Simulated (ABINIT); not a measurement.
Crystal: ZrS2.

```
Zr S
1.0
     3.69138    0.00000    0.00000
    -1.84569    3.19683    0.00000
     0.00000    0.00000    6.04108
Zr S
1 2
Cartesian
  0.0000 0.0000 0.0000
  0.0000 2.1312 1.4372
  1.8457 1.0656 4.6038
```

The cell is a database's computed one.

Base run:

* Program: ABINIT 10.8.3 (patched build)
* Functional: BLYP
* Potentials or basis: JTH PAW PBE v2.0
* Cutoff: 544 eV
* k mesh: 8 × 8 × 5
* Occupations: fermi-dirac, width 0.05 eV
* Spin: no spin polarisation

Its results: band gap on the k mesh 1.09 eV, indirect (least direct gap 1.64 eV); pressure 4.1 GPa; largest force 0.268 eV/Å.

Question: The run is repeated on the same cell with these changes: functional from BLYP to HCTH407. What comes out?

Answer: Band gap on the k mesh 1.20 eV, indirect (least direct gap 1.69 eV); pressure 1.1 GPa; largest force 0.337 eV/Å.

Caveats: the PAW data sets were made with another functional, which shifts forces and pressure a little; this functional lacks dispersion, which binds the layers, so the pressure and a relaxed spacing across them are unreliable (some runs).

Not every run made on this cell is shown here.
